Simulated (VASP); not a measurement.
Input of a VASP 6.6.1 run:

The input INCAR:

```
SYSTEM = SnS2
  PREC = Accurate
  ENCUT = 600
  EDIFF = 1E-6
  ISMEAR = 0
  SIGMA = 0.03
  LREAL = .False.
  LASPH = .True.
  NELM = 80
  ALGO = Normal
  ISIF = 3
  LWAVE = .False.
  LCHARG = .False.
  GGA = PE
  IVDW = 12
  IBRION = 2
  NSW = 90
  EDIFFG = -0.01
  PSTRESS = 12.0
```

File KPOINTS:

```
regular mesh
0
Gamma
  9 9 5
  0 0 0
```

The input POSCAR:

```
SnS2
1.0
    3.6390000000      0.0000000000      0.0000000000
   -1.8195000000      3.1514664444      0.0000000000
    0.0000000000      0.0000000000      5.8680000000
Sn S
1 2
Direct
    0.0000000000      0.0000000000      0.0000000000
    0.3333333333      0.6666666667      0.2500000000
    0.6666666667      0.3333333333      0.7500000000
```

Potentials or basis: VASP PAW PBE potentials, release 64 (Sn_d, S).

The run is started by

```console
$ cat potpaw_PBE.64/Sn_d/POTCAR potpaw_PBE.64/S/POTCAR > POTCAR
$ mpirun -np 1 vasp_std > vasp.out
```

What does it give for the space group after relaxing (to 0.05 Å)?

P-3m1 (No. 164).

Predict the dispersion energy per atom.

-0.342 eV.

What does it give for the band gap on the k mesh?

1.17 eV, indirect (least direct gap 1.64 eV).

What does it give for the relaxed cell?

a = 3.652 Å, b = 3.652 Å, c = 5.640 Å, α = 90.00°, β = 90.00°, γ = 120.00°.

The path:
```tsv
step	energy change (eV)	largest force (eV/Å)	pressure (GPa)	volume (Å³)
1	0.0000	0.2533	1.72	67.30
2	-0.0081	0.0252	0.27	68.00
3	-0.0070	0.0850	0.66	67.81
4	-0.0072	0.0700	0.74	67.39
5	-0.0047	0.0240	1.12	66.13
6	0.0170	0.0759	2.16	63.62
7	0.0004	0.0008	1.54	65.21
8	-0.0016	0.0887	0.63	65.42
9	-0.0016	0.0490	1.00	65.32
10	0.0013	0.0504	1.44	64.95
11	-0.0006	0.0026	1.21	65.15
```

Caveat: the cell is relaxed towards a set pressure, so the enthalpy falls and the energy may rise; spin-orbit coupling is left out, which moves the levels of the heavy elements; an odd mesh through Γ misses points on the zone boundary, where band edges often lie.
